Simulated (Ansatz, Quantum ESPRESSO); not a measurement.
This is a calculation of La2O3 for Ansatz 0.2.0. The cell is a database's computed one, not the measured one.

The input input.yaml:

```yaml
crystal:
  lattice:
    - [3.930777878, 0.0, 0.0]
    - [-1.965388939, 3.404153499, 0.0]
    - [0.0, 0.0, 6.11195352]
  atoms:
    - { symbol: La, position: [0.3333333333, 0.6666666667, 0.24623568] }
    - { symbol: La, position: [0.6666666667, 0.3333333333, 0.75376432] }
    - { symbol: O, position: [0.0, 0.0, 0.0] }
    - { symbol: O, position: [0.3333333333, 0.6666666667, 0.64589065] }
    - { symbol: O, position: [0.6666666667, 0.3333333333, 0.35410935] }
hamiltonian:
  xc: pbe
  pseudopotentials: { kind: paw }
kpoints:
  mp_grid: { grid: [8, 8, 5] }
scf:
  occupations: { method: fermi_dirac, width: 0.05 }
output:
  forces: true
  stress: true
  eigenvalues: true
```

Potentials or basis: Ansatz PAW.

Command:

```console
$ ansatz run input.yaml --threads 2 --pin off --max-ram 5120MiB --backend cpu --events-out ev --progress --plain --runs-dir out
```

Set up the same calculation for Quantum ESPRESSO 7.5. Potentials or basis there: SSSP 1.3 efficiency PBE, cutoff 748 eV.

As run (cutoffs and basis follow the program's own potentials, and thresholds, step limits or extra output files can differ):

pw.in

```
&CONTROL
  calculation = 'scf'
  prefix = 'pwscf'
  outdir = './tmp'
  pseudo_dir = './pseudo'
  tprnfor = .true.
  tstress = .true.
  disk_io = 'nowf'
/
&SYSTEM
  ibrav = 0
  nat = 5
  ntyp = 2
  ecutwfc = 55
  ecutrho = 440
  nbnd = 28
  occupations = 'smearing'
  smearing = 'fd'
  degauss = 0.00367493
/
&ELECTRONS
  conv_thr = 1d-09
  electron_maxstep = 120
  mixing_beta = 0.5
/
ATOMIC_SPECIES
La   138.9055 La.paw.z_11.atompaw.wentzcovitch.v1.2.upf
O     15.9990 O.pbe-n-kjpaw_psl.0.1.UPF
CELL_PARAMETERS angstrom
   3.9307778780    0.0000000000    0.0000000000
  -1.9653889390    3.4041534990    0.0000000000
   0.0000000000    0.0000000000    6.1119535200
ATOMIC_POSITIONS crystal
La     0.3333333333    0.6666666667    0.2462356800
La     0.6666666667    0.3333333333    0.7537643200
O      0.0000000000    0.0000000000    0.0000000000
O      0.3333333333    0.6666666667    0.6458906500
O      0.6666666667    0.3333333333    0.3541093500
K_POINTS automatic
8 8 5 0 0 0
```

Potentials or basis: SSSP 1.3 efficiency PBE.

Launch:

```console
$ OMP_NUM_THREADS=1 pw.x -in pw.in > pw.out
```

Both were run:

|  | Ansatz | Quantum ESPRESSO |
| --- | --- | --- |
| Pressure | 1.9 GPa | 2.4 GPa |

Ansatz's pressure holds a Pulay term of +0.43 GPa for its cutoff of 420 eV, which the other run lacks.

Where Ansatz's input types no cutoff or centring, it takes its own default and a Γ-centred mesh.

Pressure is positive in compression.
